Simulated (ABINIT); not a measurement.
## PbS (Galena): band structure with LDA

PbS (Galena):

```
CELL_PARAMETERS angstrom
0.00000 2.96575 2.96575
2.96575 0.00000 2.96575
2.96575 2.96575 0.00000
ATOMIC_POSITIONS crystal
Pb 0.00000 0.00000 0.00000
S 0.50000 0.50000 0.50000
```

```yaml
Program: ABINIT 10.8.3 (patched build)
Task: band structure
Functional: LDA
Potentials_or_basis: HGH LDA
Cutoff: 762 eV
k_mesh: 8 × 8 × 8
Occupations: fermi-dirac, width 0.05 eV
Spin: no spin polarisation
```

```yaml
Pressure: -3.8 GPa
Band_gap_on_the_k_mesh: 0.23 eV, direct
Band_gap_along_the_path: 0.23 eV, direct
Valence_electrons_inside_the_program's_atomic_spheres: Pb 1.01; S 3.81
```

Levels at the corners of the path, in eV from the valence-band top:
```csv
point,band 1,band 2,band 3,band 4,band 5,band 6,band 7,band 8,band 9,band 10
Γ,-13.57,-6.12,-2.09,-2.09,-2.09,5.03,5.03,5.03,6.64,6.64
X,-12.04,-7.33,-5.26,-3.43,-3.43,3.73,5.51,5.55,5.55,10.95
W,-11.94,-8.08,-4.48,-4.48,-1.01,2.00,4.65,4.65,8.06,8.06
K,-11.99,-8.11,-4.84,-2.95,-2.53,3.26,3.98,5.02,6.10,10.45
Γ,-13.57,-6.12,-2.09,-2.09,-2.09,5.03,5.03,5.03,6.64,6.64
L,-12.28,-8.98,-1.79,-1.79,0.00,0.23,1.80,1.80,8.53,10.42
U,-11.99,-8.11,-4.84,-2.95,-2.53,3.26,3.98,5.02,6.10,10.45
W,-11.94,-8.08,-4.48,-4.48,-1.01,2.00,4.65,4.65,8.06,8.06
L,-12.28,-8.98,-1.79,-1.79,0.00,0.23,1.80,1.80,8.53,10.42
K,-11.99,-8.11,-4.84,-2.95,-2.53,3.26,3.98,5.02,6.10,10.45
```

Run time: 52 s on 1 thread of Arm Neoverse V1, with other jobs on the host, peak memory 0.11 GiB.

Caveat: spin-orbit coupling is left out, which as a rule narrows the gap of such compounds by several tenths of an eV; HGH potentials are hard and often keep d shells in the core, so these values are rough.
